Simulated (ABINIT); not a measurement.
# InP (Fm-3m) in ABINIT: settings compared

Aim: see how the results for InP move with the level of theory and the settings. Levels: LDA, PBEsol. Tasks: equation of state.

Everything below comes from runs of ABINIT 10.8.3 (patched build). Logs are shortened: lines on timing, memory, paths and dates and some standing lists are left out, and cuts for length are marked. The log counts tension as positive stress, the text compression.

### 1 The structure

It takes space group Fm-3m (No. 225, cubic). Conventional cell: a = 5.538 Å, b = 5.538 Å, c = 5.538 Å, α = 90.00°, β = 90.00°, γ = 90.00°. Around In (site symmetry m-3m) lie 6 P at 2.77 Å. Around P (site symmetry m-3m) lie 6 In at 2.77 Å.

Measurements of this composition are mostly on another form, of space group No. 216.

### 2 Equation of state, LDA

run.abi

```
# Datasets: one volume each
ndtset 7
getwfk -1
scalecart1 3*0.9795861087
scalecart2 3*0.9864848297
scalecart3 3*0.9932883884
scalecart4 3*1.0000000000
scalecart5 3*1.0066227096
scalecart6 3*1.0131594038
scalecart7 3*1.0196128224

# Pseudopotentials
pp_dirpath "./"
pseudos "In.LDA_PW-JTH.xml, P.LDA_PW-JTH.xml"

# Structure
acell 7.3996432841 7.3996432841 7.3996432841
rprim
     0.0000000000     0.7071067812     0.7071067812
     0.7071067812     0.0000000000     0.7071067812
     0.7071067812     0.7071067812     0.0000000000
ntypat 2
znucl 49 15
natom 2
typat 1 2
xred
     0.0000000000     0.0000000000     0.0000000000
     0.5000000000     0.5000000000     0.5000000000

# Plane-wave basis
ecut 22.0
pawecutdg 44.0

# k points
kptopt 1
ngkpt 8 8 8
nshiftk 1
shiftk 0.0 0.0 0.0

# Exchange and correlation
ixc 7

# Bands and occupations
nband 13
occopt 3
tsmear 0.00183747

# SCF cycle
nstep 100
tolvrs 1.0e-9

# Output
iomode 3
prtwf 1
prtden 0
prteig 0
prtebands 0
```

Potentials or basis: JTH PAW LDA v2.0.

On the command line:

```
$ abinit run.abi > log 2>&1
```

run.abo:

```text
.Version 10.8.3 of ABINIT
 DATASET    1 : space group Fm -3 m (#225); Bravais cF (face-center cubic)
================================================================================
 Values of the parameters that define the memory need for DATASET  1.
     intxc =       0    ionmov =       0      iscf =      17    lmnmax =      18
     lnmax =       6     mgfft =      32  mpssoang =       3    mqgrid =    3001
     natom =       2  nloc_mem =       2    nspden =       1   nspinor =       1
    nsppol =       1      nsym =      48    n1xccc =       1    ntypat =       2
    occopt =       3   xclevel =       1
       mpw =        1338          nfft =       32768          nkpt =          29
 PAW method is used; the additional fine FFT grid is defined by:
   mgfftf=        45    nfftf =     91125
================================================================================
================================================================================
[... 71 lines left out ...]
 DATASET    7 : space group Fm -3 m (#225); Bravais cF (face-center cubic)
================================================================================
 Values of the parameters that define the memory need for DATASET  7.
     intxc =       0    ionmov =       0      iscf =      17    lmnmax =      18
     lnmax =       6     mgfft =      32  mpssoang =       3    mqgrid =    3001
     natom =       2  nloc_mem =       2    nspden =       1   nspinor =       1
    nsppol =       1      nsym =      48    n1xccc =       1    ntypat =       2
    occopt =       3   xclevel =       1
       mpw =        1514          nfft =       32768          nkpt =          29
 PAW method is used; the additional fine FFT grid is defined by:
   mgfftf=        48    nfftf =    110592
================================================================================
================================================================================

--------------------------------------------------------------------------------
------------- Echo of variables that govern the present computation ------------
--------------------------------------------------------------------------------
 -outvars: echo values of preprocessed input variables --------
            acell      7.3996432841E+00  7.3996432841E+00  7.3996432841E+00 Bohr
              amu      1.14820000E+02  3.09737620E+01
             ecut      2.20000000E+01 Hartree
           getwfk          -1
              ixc           7
           jdtset        1    2    3    4    5    6    7
         kptrlatt        8    0    0      0    8    0      0    0    8
          kptrlen1     5.79887022E+01
          kptrlen2     5.83970868E+01
          kptrlen3     5.87998380E+01
          kptrlen4     5.91971463E+01
          kptrlen5     5.95891918E+01
          kptrlen6     5.99761454E+01
          kptrlen7     6.03581694E+01
            natom           2
[... 80 lines left out ...]

 chkinp: Checking input parameters for consistency, jdtset=   2.
[... 40 lines left out ...]
 getcut: wavevector=  0.0000  0.0000  0.0000  ngfft=  45  45  45
         ecut(hartree)=     44.000   => boxcut(ratio)=   2.03286

--- Pseudopotential description ------------------------------------------------
- pspini: atom type   1  psp file is ./In.LDA_PW-JTH.xml
 Pseudopotential format is: paw10
 basis_size (lnmax)=  6 (lmn_size= 18), orbitals=   0   0   1   1   2   2
 Spheres core radius: rc_sph= 2.50644782
 Shapefunction is BESSEL type: shapef(r,l)=aa(1,l)*jl(q(1,l)*r)+aa(2,l)*jl(q(2,l)*r)
 Radius for shape functions =  1.40569481
 Compensation charge density is not taken into account in XC energy/potential

- pspini: atom type   2  psp file is ./P.LDA_PW-JTH.xml
 Pseudopotential format is: paw10
 basis_size (lnmax)=  4 (lmn_size=  8), orbitals=   0   0   1   1
 Spheres core radius: rc_sph= 1.60765221
 Shapefunction is SIN type: shapef(r)=[sin(pi*r/rshp)/(pi*r/rshp)]**2
 Radius for shape functions =  1.60765221
 Compensation charge density is not taken into account in XC energy/potential

   4.46325274E+02                                ecore*ucvol(ha*bohr**3)
--------------------------------------------------------------------------------

================================================================================

--- !BeginCycle
iteration_state: {dtset: 1, }
solver: {iscf: 17, nstep: 100, nline: 4, wfoptalg: 10, }
tolerances: {tolvrs: 1.00E-09, }
...
[... 1227 lines left out ...]
-Cartesian components of stress tensor (GPa)         [Pressure= -8.2010E+00 GPa]
- sigma(1 1)=  8.20095791E+00  sigma(3 2)=  0.00000000E+00
- sigma(2 2)=  8.20095791E+00  sigma(3 1)=  0.00000000E+00
- sigma(3 3)=  8.20095791E+00  sigma(2 1)=  0.00000000E+00

== END DATASET(S) ==============================================================
================================================================================

 -outvars: echo values of variables after computation  --------
            acell      7.3996432841E+00  7.3996432841E+00  7.3996432841E+00 Bohr
           etotal1    -6.4888343511E+01
           etotal2    -6.4888099720E+01
           etotal3    -6.4887534422E+01
           etotal4    -6.4886684647E+01
           etotal5    -6.4885580766E+01
           etotal6    -6.4884263508E+01
           etotal7    -6.4882764342E+01
            fcart1    -0.0000000000E+00 -0.0000000000E+00 -0.0000000000E+00
                      -0.0000000000E+00 -0.0000000000E+00 -0.0000000000E+00
            fcart2    -0.0000000000E+00 -0.0000000000E+00 -0.0000000000E+00
                      -0.0000000000E+00 -0.0000000000E+00 -0.0000000000E+00
            fcart3    -0.0000000000E+00 -0.0000000000E+00 -0.0000000000E+00
                      -0.0000000000E+00 -0.0000000000E+00 -0.0000000000E+00
            fcart4    -0.0000000000E+00 -0.0000000000E+00 -0.0000000000E+00
                      -0.0000000000E+00 -0.0000000000E+00 -0.0000000000E+00
            fcart5    -0.0000000000E+00 -0.0000000000E+00 -0.0000000000E+00
                      -0.0000000000E+00 -0.0000000000E+00 -0.0000000000E+00
[... 38 lines left out ...]
                       0.0000000000E+00  0.0000000000E+00  0.0000000000E+00
           xangst1     0.0000000000E+00  0.0000000000E+00  0.0000000000E+00
                       2.7123113219E+00  2.7123113219E+00  2.7123113219E+00
           xangst2     0.0000000000E+00  0.0000000000E+00  0.0000000000E+00
                       2.7314127352E+00  2.7314127352E+00  2.7314127352E+00
           xangst3     0.0000000000E+00  0.0000000000E+00  0.0000000000E+00
                       2.7502506598E+00  2.7502506598E+00  2.7502506598E+00
           xangst4     0.0000000000E+00  0.0000000000E+00  0.0000000000E+00
                       2.7688339982E+00  2.7688339982E+00  2.7688339982E+00
           xangst5     0.0000000000E+00  0.0000000000E+00  0.0000000000E+00
                       2.7871711817E+00  2.7871711817E+00  2.7871711817E+00
           xangst6     0.0000000000E+00  0.0000000000E+00  0.0000000000E+00
                       2.8052702028E+00  2.8052702028E+00  2.8052702028E+00
           xangst7     0.0000000000E+00  0.0000000000E+00  0.0000000000E+00
                       2.8231386476E+00  2.8231386476E+00  2.8231386476E+00
             xred      0.0000000000E+00  0.0000000000E+00  0.0000000000E+00
                       5.0000000000E-01  5.0000000000E-01  5.0000000000E-01
 Calculation completed.
```

It took 70 s on 1 thread of Arm Neoverse V2, shared host; peak memory 0.13 GiB.

What came out:

```
Equilibrium volume : 19.88 Å³/atom (rough: see the caveat)
Bulk modulus       : 92 GPa (rough)
```

Energy against volume, from the lowest point:
```tsv
volume (Å³/atom)	energy (meV/atom)
19.953	0.00
20.378	3.32
20.803	11.01
21.227	22.57
21.652	37.59
22.076	55.51
22.501	75.91
```

Caveat: pressures at fixed basis lie under the slope of the energies; the minimum lies outside the volumes run.

### 3 Equation of state, PBEsol

run.abi, as its differences from that of step 2:

```diff
@@ -13,3 +13,3 @@
 pp_dirpath "./"
-pseudos "In.LDA_PW-JTH.xml, P.LDA_PW-JTH.xml"
+pseudos "In.GGA_PBE-JTH.xml, P.GGA_PBE-JTH.xml"
 
@@ -32,2 +32,3 @@
 pawecutdg 44.0
+pawxcdev 0
 
@@ -40,3 +41,3 @@
 # Exchange and correlation
-ixc 7
+ixc -116133
```

Potentials or basis: JTH PAW PBE v2.0.

On the command line:

```
$ abinit run.abi > log 2>&1
```

It took 1.7 min on 1 thread of Arm Neoverse V2, shared host; peak memory 0.15 GiB.

Results (log left out):

```
Equilibrium volume                      : 20.35 Å³/atom
Bulk modulus                            : 86 GPa
Pressure derivative of the bulk modulus : 5.1 (rough: it moves with the points fitted)
```

Energy against volume, from the lowest point:
| volume (Å³/atom) | energy (meV/atom) |
| --- | --- |
| 19.953 | 2.06 |
| 20.378 | 0.00 |
| 20.803 | 2.58 |
| 21.227 | 9.28 |
| 21.652 | 19.67 |
| 22.076 | 33.27 |
| 22.501 | 49.58 |

Caveat: pressures at fixed basis lie under the slope of the energies; the PAW data sets were made with another functional, which shifts forces and pressure a little.

### 4 For comparison

An earlier run on the cell as given: functional PBE; potentials or basis JTH PAW PBE v2.0; cutoff 599 eV; k mesh 8 × 8 × 8; occupations fermi-dirac, width 0.05 eV; no spin polarisation.

- Pressure: -0.1 GPa
- Band gap on the k mesh: none (metal or under the smearing width)
- Valence electrons inside the program's atomic spheres: In 11.09; P 1.55
